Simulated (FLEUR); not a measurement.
# TiTe: band structure with r2SCAN

Crystal: TiTe.

```xyz
4
Lattice="3.8420 0.0000 0.0000 -1.9210 3.3273 0.0000 0.0000 0.0000 6.4030" Properties=species:S:1:pos:R:3 pbc="T T T"
Te    1.9210    1.1091    4.8022
Te    0.0000    2.2182    1.6007
Ti    0.0000    0.0000    3.2015
Ti    0.0000    0.0000    0.0000
```

- Program: FLEUR MaX-R8.1 (later development tree)
- Task: band structure
- Functional: r2SCAN
- Potentials or basis: all-electron
- Basis: FLAPW
- Kmax: 4.21 1/bohr
- k mesh: 8 × 8 × 4
- Occupations: fermi-dirac, width 0.05 eV
- Spin: no spin polarisation
- Gmax: 13 1/bohr
- Muffin-tin radii: Te 2.46, Ti 2.33 bohr
- lmax: Te 10, Ti 9
- lnonsphr: Te 10, Ti 9
- Local orbitals a species: Te 6, Ti 5
- Max iterations: 80
- Mixing factor: 0.05
- Mixer: Anderson
- Mixer history: 30
- Density convergence: 0.0001 me/bohr^3

```
Band gap along the path                               : none (metal or under the smearing width)
Valence electrons inside the program's atomic spheres : Te 19.77; Ti 10.26 (radii Te 2.46, Ti 2.33 bohr)
```

Levels at the corners of the path, in eV from the Fermi level:
```
point  band 30  band 31  band 32  band 33  band 34  band 35  band 36  band 37  band 38  band 39
    Γ    -1.78    -1.35    -1.13    -1.13    -0.62    -0.62    -0.45    -0.45     0.97     0.97
    M    -4.89    -4.15    -3.40    -2.00    -0.07     0.58     0.73     0.88     1.16     1.49
    K    -4.75    -4.75    -4.43    -0.16     0.44     0.44     0.46     0.46     0.96     1.83
    Γ    -1.78    -1.35    -1.13    -1.13    -0.62    -0.62    -0.45    -0.45     0.97     0.97
    A    -3.18    -3.18    -3.18    -0.07    -0.07    -0.07    -0.07     0.28     0.28     2.60
    L    -4.18    -3.81    -3.81    -0.98    -0.98     0.88     0.88     1.14     1.14     1.82
    H    -5.72    -4.12    -4.12    -0.30    -0.30     0.47     0.47     1.29     1.29     1.32
    A    -3.18    -3.18    -3.18    -0.07    -0.07    -0.07    -0.07     0.28     0.28     2.60
    L    -4.18    -3.81    -3.81    -0.98    -0.98     0.88     0.88     1.14     1.14     1.82
    M    -4.89    -4.15    -3.40    -2.00    -0.07     0.58     0.73     0.88     1.16     1.49
    K    -4.75    -4.75    -4.43    -0.16     0.44     0.44     0.46     0.46     0.96     1.83
    H    -5.72    -4.12    -4.12    -0.30    -0.30     0.47     0.47     1.29     1.29     1.32
```

Core levels (eV from the Fermi level):
```csv
atom,levels
1 Te,"1s1/2 -31605.3, 2s1/2 -4842.0, 2p1/2 -4535.7, 2p3/2 -4261.2, 3s1/2 -960.6, 3p1/2 -834.8, 3p3/2 -783.6, 4s1/2 -160.4, 3d3/2 -562.0, 3d5/2 -551.3"
2 Te,"1s1/2 -31605.3, 2s1/2 -4842.0, 2p1/2 -4535.7, 2p3/2 -4261.2, 3s1/2 -960.6, 3p1/2 -834.8, 3p3/2 -783.6, 4s1/2 -160.4, 3d3/2 -562.0, 3d5/2 -551.3"
3 Ti,"1s1/2 -4864.2, 2s1/2 -532.2, 2p1/2 -443.2, 2p3/2 -437.4"
4 Ti,"1s1/2 -4864.2, 2s1/2 -532.2, 2p1/2 -443.2, 2p3/2 -437.4"
```

Run time: 5.4 min on 1 thread of Arm Neoverse N1, with other jobs on the host, peak memory 0.11 GiB.

Caveat: the meta-GGA is that of a development version, with a GGA for the radial functions and cores and without core tails; spin-orbit coupling is left out, which moves the levels of the heavy elements.
